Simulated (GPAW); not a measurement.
## In: relaxation of cell and atoms with PBEsol

Crystal: In.

```xyz
1
Lattice="-1.8825 1.8825 1.8825 1.8825 -1.8825 1.8825 1.8825 1.8825 -1.8825" Properties=species:S:1:pos:R:3 pbc="T T T"
In    0.0000    0.0000    0.0000
```

This isn't the form of In at room conditions, which is tetragonal.

```yaml
Program: GPAW 26.7.0
Task: relaxation of cell and atoms
Functional: PBEsol
Potentials_or_basis: PAW data sets generated in the run's folder for this functional
Cutoff: 600 eV
Basis: pw
k_mesh: 10 × 10 × 10
Occupations: fermi-dirac, width 0.05 eV
Spin: no spin polarisation
Target_pressure: 5 GPa
Maxiter: 150
Optimizer: BFGS
Fmax: 0.02 eV/Å
Max_steps: 60
Target_pressure: 5 GPa
Convergence: density=1e-05 forces=0.0001
```

| Item | Value |
| --- | --- |
| Relaxed volume | 23.37 Å³/atom |
| Relaxed cell | a = 3.120 Å, b = 3.120 Å, c = 3.120 Å, α = 109.47°, β = 109.47°, γ = 109.47° |
| Space group after relaxing (to 0.05 Å) | Im-3m (No. 229) |
| Energy change on relaxing (the enthalpy is what falls) | +24.7 meV/atom |
| Ionic steps | 5 |
| Pressure after relaxing | 5.0 GPa |
| Band gap on the k mesh | none (metal or under the smearing width) |

Step by step:
| step | energy change (eV) | largest force (eV/Å) | pressure (GPa) | volume (Å³) |
| --- | --- | --- | --- | --- |
| 1 | 0.0000 | 0.0000 | -1.66 | 26.69 |
| 2 | -0.0057 | 0.0000 | 0.19 | 25.45 |
| 3 | 0.0412 | 0.0000 | 6.47 | 22.91 |
| 4 | 0.0228 | 0.0000 | 4.81 | 23.44 |
| 5 | 0.0247 | 0.0000 | 5.00 | 23.37 |

Final structure:
```yaml
crystal:
  lattice:
    - [-1.80115, 1.80115, 1.80115]
    - [1.80115, -1.80115, 1.80115]
    - [1.80115, 1.80115, -1.80115]
  atoms:
    - { symbol: In, position: [0.00000, 0.00000, 0.00000] }
```

Levels at points of the mesh, in eV from the Fermi level:
```csv
k point,band 4,band 5,band 6,band 7,band 8,band 9
"(0.00, 0.00, 0.00)",-14.23,-14.23,-10.32,12.43,12.43,12.43
"(0.50, 0.50, 0.00)",-14.23,-13.99,-3.85,-3.66,6.48,7.78
"(0.50, 0.50, 0.50)",-14.05,-14.05,1.27,1.27,1.27,1.95
```

Run time: 39 s on 1 thread of Arm Neoverse V2, with other jobs on the host, peak memory 0.17 GiB.

Caveat: later steps reuse the first step's grids.
